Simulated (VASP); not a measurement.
The system is C.

```
CELL_PARAMETERS angstrom
2.52210 0.00000 0.00000
-1.26105 2.18420 0.00000
0.00000 0.00000 8.23710
ATOMIC_POSITIONS crystal
C 0.66667 0.33333 0.84375
C 0.33333 0.66667 0.34375
C 0.66667 0.33333 0.65625
C 0.33333 0.66667 0.15625
C 0.00000 0.00000 0.90625
C 0.00000 0.00000 0.40625
C 0.00000 0.00000 0.59375
C 0.00000 0.00000 0.09375
```

This is a hexagonal form of diamond, not graphite.

Base run:

* Program: VASP 6.6.1
* Functional: BLYP
* Potentials or basis: VASP PAW PBE potentials, release 64 (C)
* Cutoff: 520 eV
* k mesh: 12 × 12 × 4
* Occupations: fermi-dirac, width 0.05 eV
* Spin: no spin polarisation

Its results: band gap on the k mesh 4.75 eV, indirect (least direct gap 5.35 eV).

Problem. The run is repeated on the same cell with these changes: functional from BLYP to revPBE. What comes out?

Solution. Band gap on the k mesh 4.41 eV, indirect (least direct gap 5.18 eV).
